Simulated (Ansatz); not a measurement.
# Al2O3: the cost of one run

Code: Ansatz 0.2.0. Linear response, PAW datasets, plane waves. The values are computed, spin-unpolarised, and not measurements.

## 1. Starting point

The cell was relaxed beforehand with PBEsol.

The symmetry is R-3c (No. 167, trigonal); a = 4.774 Å, c = 13.015 Å in the conventional setting, 8.56 Å³ an atom. Around Al lie 6 O at 1.86–1.97 Å; around O lie 4 Al at 1.86–1.97 Å.

As a file:

```cif
data_structure
_symmetry_space_group_name_H-M 'R-3c:H'
_symmetry_Int_Tables_number 167
_cell_length_a 4.7739
_cell_length_b 4.7739
_cell_length_c 13.0148
_cell_angle_alpha 90.000
_cell_angle_beta 90.000
_cell_angle_gamma 120.000
_cell_volume 256.87
loop_
_atom_site_label
_atom_site_type_symbol
_atom_site_symmetry_multiplicity
_atom_site_Wyckoff_symbol
_atom_site_fract_x
_atom_site_fract_y
_atom_site_fract_z
_atom_site_occupancy
Al1 Al 12 c 0.00000 0.00000 0.35208 1
O1 O 18 e 0.69414 0.00000 0.25000 1
```

## 2. Phonons at Γ with PBEsol

Contents of input.yaml:

```yaml
crystal:
  lattice:
    - [2.3869362333, 1.3780982768, 4.3382751938]
    - [-2.3869362333, 1.3780982768, 4.3382751938]
    - [0.0, -2.7561965537, 4.3382751938]
  atoms:
    - { symbol: Al, position: [0.8520790907, 0.8520790907, 0.8520790907] }
    - { symbol: Al, position: [0.3520790907, 0.3520790907, 0.3520790907] }
    - { symbol: Al, position: [0.1479209093, 0.1479209093, 0.1479209093] }
    - { symbol: Al, position: [0.6479209093, 0.6479209093, 0.6479209093] }
    - { symbol: O, position: [0.4441400853, 0.0558599147, 0.75] }
    - { symbol: O, position: [0.0558599147, 0.75, 0.4441400853] }
    - { symbol: O, position: [0.5558599147, 0.9441400853, 0.25] }
    - { symbol: O, position: [0.25, 0.5558599147, 0.9441400853] }
    - { symbol: O, position: [0.9441400853, 0.25, 0.5558599147] }
    - { symbol: O, position: [0.75, 0.4441400853, 0.0558599147] }
kpoints:
  mp_grid: { grid: [6, 6, 6] }
hamiltonian:
  xc: pbesol
scf:
  occupations: { method: fixed }
phonons:
  method: dfpt
  dielectric: true
  qpoints: [[0, 0, 0]]
  rigid_motions: translations
```

Run with:

```
$ ansatz run input.yaml --threads 4 --pin off --max-ram 7372MiB --backend cpu --events-out ev --progress --plain --runs-dir out
```

What time and memory should one allow on 4 threads of Arm Neoverse V1, shared host?

About 96 s, with a peak of 1.5 GiB.
